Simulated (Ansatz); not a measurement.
# BAs (F-43m) in Ansatz: notebook

The runs below take BAs through single point, equation of state, with r2SCAN+rVV10.

All numbers are computed with Ansatz 0.2.0; they aren't measurements. Logs are shortened: lines on timing, memory, paths and dates and some standing lists are left out, and cuts for length are marked.

**Measured values to compare with.**

“Basic Physical Properties of Cubic Boron Arsenide”, 2019, arxiv:1911.11281 quotes, for a bulk crystal of BAs: bulk modulus 148 GPa.

The results are compared with them further down.

**1. Starting point**

The structure is cubic, space group F-43m (No. 216). Conventional cell: a = 4.777 Å, b = 4.777 Å, c = 4.777 Å, α = 90.00°, β = 90.00°, γ = 90.00°. Around As (site symmetry -43m) lie 4 B at 2.07 Å. B (site symmetry -43m) is surrounded by 4 As at 2.07 Å.

**2. Single point, r2SCAN+rVV10, 12.81 Å³/atom (volume scaled by 0.94)**

File input.yaml:

```yaml
crystal:
  lattice:
    - [0.0, 2.3397414207, 2.3397414207]
    - [2.3397414207, 0.0, 2.3397414207]
    - [2.3397414207, 2.3397414207, 0.0]
  atoms:
    - { symbol: As, position: [0.75, 0.75, 0.75] }
    - { symbol: B, position: [0.0, 0.0, 0.0] }
hamiltonian:
  xc: r2scan
  pseudopotentials: { kind: paw }
  dispersion: rvv10
kpoints:
  mp_grid: { grid: [10, 10, 10] }
scf:
  occupations: { method: fermi_dirac, width: 0.05 }
output:
  forces: true
  stress: true
  eigenvalues: true
  write_density: true
  write_potential: true
  elf: true
  volumetric_format: npy
```

Potentials or basis: Ansatz PAW.

Run with:

```sh
ansatz run input.yaml --threads 2 --pin off --max-ram 5120MiB --backend cpu --events-out ev --progress --plain --runs-dir out
```

What it wrote:

```text
Warning: RAYON_NUM_THREADS=2 ignored (pool sized by the plan → 2); use --threads N
Engine: ansatz 0.2.0, x86_64-unknown-linux-gnu
Pseudopotentials: kind: paw
Pseudopotential: As, paw, valence charge 15, recommended cutoff 500 eV (meta_gga), As.paw.azcp
Pseudopotential: B, paw, valence charge 3, recommended cutoff 500 eV (meta_gga), B.paw.azcp
Functional definition: r2SCAN+rVV10
  parameter k0 = 0.174
  parameter k1 = 0.065
  parameter a1 = 4.9479
  exchange = r2scan_x(k0 = k0, k1 = k1, a1 = a1)
  correlation = r2scan_c + rvv10(11.95, 0.0093)
Crystal: 2 atoms, lattice volume = 25.617 Å³
Basis set: ecut = 500 eV, 645 PW (Γ), exchange–correlation on 108×108×108 points (64 copies of the dense FFT grid, shifted against one another)
Bands: 13, of which v1, the nominal top of the filled ones, is band 9 counted from 1 (8 counted from 0)
Symmetry: 24 space group operations
Space group: F-43m (ITA 216), of the structure as read, at distance tolerance 2.9e-5 Å
k-points: 47 of 1000 (time reversal used)
Non-local potential: As, projectors of the file, l = 0: 2, l = 1: 2, l = 2: 3, l = 3: 1
Non-local potential: B, projectors of the file, l = 0: 2, l = 1: 2, l = 2: 1
PAW form: soft (Blöchl's): semilocal exchange-correlation on the pseudo side does not see the compensation charge
rVV10 density: all electrons in the spheres
PAW frozen core: As, regenerated for the run's functional (the file was generated under x = pbe(κ = 0.804, μ = 0.2195149727645171), c = pbe(β = 0.06672455060314922))
PAW frozen core: B, regenerated for the run's functional (the file was generated under x = pbe(κ = 0.804, μ = 0.2195149727645171), c = pbe(β = 0.06672455060314922))
PAW one-centre angular grid: As, 590 points (default); XC on 160 Gauss nodes
PAW one-centre angular grid: B, 302 points (default); XC on 160 Gauss nodes
Initial density: superposition of atomic densities (neutral atoms: chi_scale 0, normalization atom), corrected by the library's trained network
Initial wavefunctions: pseudopotential atomic-orbital guess
Functional: x = r2scan, c = r2scan + rvv10(b = 11.95, C = 0.0093); τ floored in thin density (d = 2e-4 eV/Å³)
SCF iter   1: F=—  HF=-5019.930770 eV  |F-HF|=—  |Δ(HF+E_count)|=         —  Δρ=5.91e-3  dr2=9.65e-3  dr2_τ=1.14e-1  ethr=1.77e-3  ⟨swp⟩=5.4  Hψ=3577  notcnv=0
preconditioner: auto → none  [insulator: Δε(μ)=1.230 eV  Ē_g=13.701 eV  σ=0.050 eV  W_gap=1.00  n_scr=8 (ndim 8)  ℏωp=20.8 eV  f_vac=0.000  D(μ)=0.00/eV (n_scr^D=0)  ε∞_Penn≈3.3]
SCF iter   2: F=—  HF=-5019.959241 eV  |F-HF|=—  |Δ(HF+E_count)|=   2.85e-2  Δρ=2.47e-3  dr2=7.84e-4  dr2_τ=1.14e-4  ethr=5.36e-5  ⟨swp⟩=2.0  Hψ=1598  notcnv=0
SCF iter   3: F=—  HF=-5019.959328 eV  |F-HF|=—  |Δ(HF+E_count)|=   8.73e-5  Δρ=1.33e-3  dr2=1.97e-4  dr2_τ=4.73e-6  ethr=4.35e-6  ⟨swp⟩=2.0  Hψ=1034  notcnv=0
SCF iter   4: F=—  HF=-5019.959385 eV  |F-HF|=—  |Δ(HF+E_count)|=   5.68e-5  Δρ=1.44e-4  dr2=2.30e-6  dr2_τ=1.31e-7  ethr=1.09e-6  ⟨swp⟩=1.0  Hψ=611  notcnv=0
SCF iter   5: F=—  HF=-5019.959385 eV  |F-HF|=—  |Δ(HF+E_count)|=   8.15e-8  Δρ=1.65e-5  dr2=4.29e-8  dr2_τ=2.81e-9  ethr=1.28e-8  ⟨swp⟩=3.0  Hψ=1123  notcnv=0
SCF iter   6: F=-5019.959385 eV  HF=-5019.959385 eV  |F-HF|=9.80e-10  |Δ(HF+E_count)|=   1.80e-8  Δρ=2.62e-6  dr2=7.29e-10  dr2_τ=6.85e-11  ethr=2.38e-10  ⟨swp⟩=5.3  Hψ=3460  notcnv=0
SCF 1 converged in 6 iterations: F = -5019.959385 eV  dr2 = 7.29e-10
SCF converged after 6 iterations
Free energy (F): -5019.959385 eV
Harris-Foulkes:  -5019.959385 eV  (|F-HF|=9.80e-10)
Internal energy: -5019.959385 eV  (E = F + TS)
E sigma→0 (E₀):  -5019.959385 eV
Entropy (-TS):   -0.000000 eV (-0.000 meV/atom)
Fermi energy:    12.675971 eV
--- Per-component energies (eV) ---
  E_band       = -207.389749
  E_kinetic    = 154.369806
  E_local      = -1639.361923  (includes V_loc(G=0)·N_el)
  E_nonlocal   = -657.471161
  E_hartree    = 920.317736
  E_xc         = -105.367802
  E_vxc        = -126.760932  (∫ρ·V_xc dr)
  E_paw        = -1929.231242  (= ΣΔE_a)
  E_vpaw       = 214.901560  (= ΣTr[D̂ρ^β])
  E_aug_tail   = -0.000004  (compensation charges beyond the density's cutoff)
  E_vtau       = 6.296717  (kinetic-family band-sum trace: ∫τ·v_τ [+ j·A + Jᵃ·Aᵃ] dr)
  E_ewald      = -1761.738944
  E_core_change = -1.475850  (= ΣΔE_core)
  E_smearing   = -0.000000  (= −TS)
  E_closure    = -0.000000  (closes the sum)
  Σ components = -5019.959385   (vs F -5019.959385, Δ=0.00e0)
--- Forces (eV/Å), atoms counted from 1 ---
  atom   1  As    -0.00000000     0.00000000    -0.00000000
  atom   2  B     -0.00000000     0.00000000    -0.00000000
  max |Σ_I F_I| component: 6.43e-16 eV/Å
--- Stress (GPa, compression-positive) ---
        9.779177      -0.000000       0.000000
        0.000000       9.779177       0.000000
        0.000000       0.000000       9.779177
  P = ⅓ Tr σ = 9.7792 GPa (97.792 kbar)
--- Band table (eV; the first three rows and the last of 47) ---
  k-point 0: bands = ["-24.6433", "-24.6433", "-24.6433", "-24.6079", "-24.6079", "-4.7234", "12.0581", "12.0581", "12.0581", "15.5656", "15.5656", "15.5656", "18.0056"]
  k-point 1: bands = ["-24.6429", "-24.6422", "-24.6422", "-24.6078", "-24.6078", "-4.5407", "10.5362", "11.7112", "11.7112", "15.9146", "16.0212", "16.0212", "18.7695"]
  k-point 2: bands = ["-24.6417", "-24.6395", "-24.6395", "-24.6075", "-24.6075", "-4.0003", "7.9401", "11.0601", "11.0601", "15.8511", "16.8250", "16.8250", "20.3457"]
  k-point 46: bands = ["-24.6411", "-24.6301", "-24.6207", "-24.6127", "-24.6029", "0.2703", "3.0767", "6.0459", "6.3172", "16.9582", "17.4789", "20.7190", "20.8357"]
```

v_z.tsv:

```text
# z_ang	v_es[eV]	v_tot[eV]
# format = ansatz-planar-average/11
# xc	r2scan
# density_cutoff_ev	2500
# datasets	As=:simpson_from_first_knot:soft:shift=0	B=:simpson_from_first_knot:soft:shift=0
# lattice	0.000000000	2.339741421	2.339741421
# lattice	2.339741421	0.000000000	2.339741421
# lattice	2.339741421	2.339741421	0.000000000
# sites	2
# site	33	3.509612131	3.509612131	3.509612131
# site	5	0.000000000	0.000000000	0.000000000
0.000000	9.671796e-1	-1.207917e1
0.122552	2.113005e0	-1.037534e1
0.245103	3.853871e0	-8.021316e0
0.367655	5.865646e0	-5.373607e0
0.490207	7.844569e0	-2.869857e0
0.612758	9.603591e0	-6.210049e-1
[... 19 lines left out ...]
3.063791	1.107231e0	-1.267364e1
3.186342	6.244180e-1	-1.285597e1
```

It took 3.6 s on 2 threads of AMD EPYC 7R43 (Zen 3), shared host; peak memory 0.54 GiB.

Results:

- Free energy: -5019.9594 eV
- Pressure: 9.8 GPa
- Band gap on the k mesh: 1.27 eV, indirect (least direct gap 3.51 eV)

Caveat: the PAW data sets come from PBE, with cores solved anew for the run's functional, which leaves a small shift of forces and pressure.

**3. Single point, r2SCAN+rVV10, 13.08 Å³/atom (volume scaled by 0.96)**

File input.yaml:

```yaml
crystal:
  lattice:
    - [0.0, 2.3562190158, 2.3562190158]
    - [2.3562190158, 0.0, 2.3562190158]
    - [2.3562190158, 2.3562190158, 0.0]
  atoms:
    - { symbol: As, position: [0.75, 0.75, 0.75] }
    - { symbol: B, position: [0.0, 0.0, 0.0] }
hamiltonian:
  xc: r2scan
  pseudopotentials: { kind: paw }
  dispersion: rvv10
kpoints:
  mp_grid: { grid: [10, 10, 10] }
scf:
  occupations: { method: fermi_dirac, width: 0.05 }
output:
  forces: true
  stress: true
  eigenvalues: true
```

Potentials or basis: Ansatz PAW.

Run with:

```sh
ansatz run input.yaml --threads 2 --pin off --max-ram 5120MiB --backend cpu --events-out ev --progress --plain --runs-dir out
```

Run time: 3.2 s. Hardware: 2 threads of AMD EPYC 7R43 (Zen 3), shared host; peak memory 0.55 GiB.

It converged, with:

* Free energy: -5019.9863 eV
* Pressure: 6.1 GPa
* Band gap on the k mesh: 1.29 eV, indirect (least direct gap 3.48 eV)

Caveat: the PAW data sets come from PBE, with cores solved anew for the run's functional, which leaves a small shift of forces and pressure.

**4. Single point, r2SCAN+rVV10, 13.35 Å³/atom (volume scaled by 0.98)**

Edit input.yaml of step 3 so:

```diff
@@ -2,5 +2,5 @@
   lattice:
-    - [0.0, 2.3562190158, 2.3562190158]
-    - [2.3562190158, 0.0, 2.3562190158]
-    - [2.3562190158, 2.3562190158, 0.0]
+    - [0.0, 2.3724693156, 2.3724693156]
+    - [2.3724693156, 0.0, 2.3724693156]
+    - [2.3724693156, 2.3724693156, 0.0]
   atoms:
@@ -20 +20,5 @@
   eigenvalues: true
+  write_density: true
+  write_potential: true
+  elf: true
+  volumetric_format: npy
```

Run with:

```sh
ansatz run input.yaml --threads 2 --pin off --max-ram 5120MiB --backend cpu --events-out ev --progress --plain --runs-dir out
```

It took 4 s on 2 threads of AMD EPYC 7R43 (Zen 3), shared host; peak memory 0.57 GiB.

It converged, with:

- Free energy: -5020.0013 eV
- Pressure: 2.8 GPa
- Band gap on the k mesh: 1.31 eV, indirect (least direct gap 3.46 eV)

Caveat: the PAW data sets come from PBE, with cores solved anew for the run's functional, which leaves a small shift of forces and pressure.

**5. Single point, r2SCAN+rVV10, 13.63 Å³/atom**

File input.yaml:

```yaml
crystal:
  lattice:
    - [0.0, 2.3885, 2.3885]
    - [2.3885, 0.0, 2.3885]
    - [2.3885, 2.3885, 0.0]
  atoms:
    - { symbol: As, position: [0.75, 0.75, 0.75] }
    - { symbol: B, position: [0.0, 0.0, 0.0] }
hamiltonian:
  xc: r2scan
  pseudopotentials: { kind: paw }
  dispersion: rvv10
kpoints:
  mp_grid: { grid: [10, 10, 10] }
scf:
  occupations: { method: fermi_dirac, width: 0.05 }
output:
  forces: true
  stress: true
  eigenvalues: true
```

Run with:

```sh
ansatz run input.yaml --threads 2 --pin off --max-ram 5120MiB --backend cpu --events-out ev --progress --plain --runs-dir out
```

Wall time 4.3 s (2 threads of AMD EPYC 7R43 (Zen 3), shared host); peak memory 0.57 GiB.

It converged, with:

```yaml
Free_energy: -5020.0056 eV
Pressure: -0.2 GPa
Band_gap_on_the_k_mesh: 1.34 eV, indirect (least direct gap 3.43 eV)
```

Caveat: the PAW data sets come from PBE, with cores solved anew for the run's functional, which leaves a small shift of forces and pressure.

**6. Single point, r2SCAN+rVV10, 13.90 Å³/atom (volume scaled by 1.02)**

Edit input.yaml of step 5 so:

```diff
@@ -2,5 +2,5 @@
   lattice:
-    - [0.0, 2.3885, 2.3885]
-    - [2.3885, 0.0, 2.3885]
-    - [2.3885, 2.3885, 0.0]
+    - [0.0, 2.4043183418, 2.4043183418]
+    - [2.4043183418, 0.0, 2.4043183418]
+    - [2.4043183418, 2.4043183418, 0.0]
   atoms:
@@ -20 +20,5 @@
   eigenvalues: true
+  write_density: true
+  write_potential: true
+  elf: true
+  volumetric_format: npy
```

Potentials or basis: Ansatz PAW.

Run with:

```sh
ansatz run input.yaml --threads 2 --pin off --max-ram 5120MiB --backend cpu --events-out ev --progress --plain --runs-dir out
```

It took 4.8 s on 2 threads of AMD EPYC 7R43 (Zen 3), shared host; peak memory 0.58 GiB.

It converged, with:

* Free energy: -5020.0002 eV
* Pressure: -2.9 GPa
* Band gap on the k mesh: 1.36 eV, indirect (least direct gap 3.41 eV)

Caveat: the PAW data sets come from PBE, with cores solved anew for the run's functional, which leaves a small shift of forces and pressure.

**7. Single point, r2SCAN+rVV10, 14.17 Å³/atom (volume scaled by 1.04)**

File input.yaml:

```yaml
crystal:
  lattice:
    - [0.0, 2.419931236, 2.419931236]
    - [2.419931236, 0.0, 2.419931236]
    - [2.419931236, 2.419931236, 0.0]
  atoms:
    - { symbol: As, position: [0.75, 0.75, 0.75] }
    - { symbol: B, position: [0.0, 0.0, 0.0] }
hamiltonian:
  xc: r2scan
  pseudopotentials: { kind: paw }
  dispersion: rvv10
kpoints:
  mp_grid: { grid: [10, 10, 10] }
scf:
  occupations: { method: fermi_dirac, width: 0.05 }
output:
  forces: true
  stress: true
  eigenvalues: true
```

Run with:

```sh
ansatz run input.yaml --threads 2 --pin off --max-ram 5120MiB --backend cpu --events-out ev --progress --plain --runs-dir out
```

Run time: 3.7 s. Hardware: 2 threads of AMD EPYC 7R43 (Zen 3), shared host; peak memory 0.57 GiB.

It converged, with:

```
Free energy            : -5019.9860 eV
Pressure               : -5.4 GPa
Band gap on the k mesh : 1.37 eV, indirect (least direct gap 3.39 eV)
```

Caveat: the PAW data sets come from PBE, with cores solved anew for the run's functional, which leaves a small shift of forces and pressure.

**8. Single point, r2SCAN+rVV10, 14.44 Å³/atom (volume scaled by 1.06)**

Edit input.yaml of step 7 so:

```diff
@@ -2,5 +2,5 @@
   lattice:
-    - [0.0, 2.419931236, 2.419931236]
-    - [2.419931236, 0.0, 2.419931236]
-    - [2.419931236, 2.419931236, 0.0]
+    - [0.0, 2.4353452264, 2.4353452264]
+    - [2.4353452264, 0.0, 2.4353452264]
+    - [2.4353452264, 2.4353452264, 0.0]
   atoms:
```

Run with:

```sh
ansatz run input.yaml --threads 2 --pin off --max-ram 5120MiB --backend cpu --events-out ev --progress --plain --runs-dir out
```

Run time: 3.7 s. Hardware: 2 threads of AMD EPYC 7R43 (Zen 3), shared host; peak memory 0.57 GiB.

Results (log left out):

| Quantity | Value |
| --- | --- |
| Free energy | -5019.9639 eV |
| Pressure | -7.6 GPa |
| Band gap on the k mesh | 1.39 eV, indirect (least direct gap 3.37 eV) |

Caveat: the PAW data sets come from PBE, with cores solved anew for the run's functional, which leaves a small shift of forces and pressure.

**9. Equation of state, r2SCAN+rVV10**

Potentials or basis: Ansatz PAW.

This step only gathers the single runs of the series.

What came out:

| Property | Result |
| --- | --- |
| Equilibrium volume | 13.61 Å³/atom |
| Bulk modulus | 143 GPa |
| Pressure derivative of the bulk modulus | 4.1 |

Energy against volume, from the lowest point:
```
volume (Å³/atom)  energy (meV/atom)
          12.809              23.11
          13.081               9.65
          13.354               2.14
          13.626               0.00
          13.899               2.71
          14.171               9.81
          14.444              20.87
```

Caveat: the PAW data sets were made with another functional, which shifts forces and pressure a little.

**10. Comparison with measurements**

Step 9. Against the measured bulk modulus of BAs, 148 GPa (quoted in “Basic Physical Properties of Cubic Boron Arsenide”, 2019, arxiv:1911.11281), the calculated 143 GPa is off by -3.1 %. The fit is for a static lattice scaled at fixed shape and fixed fractional positions.
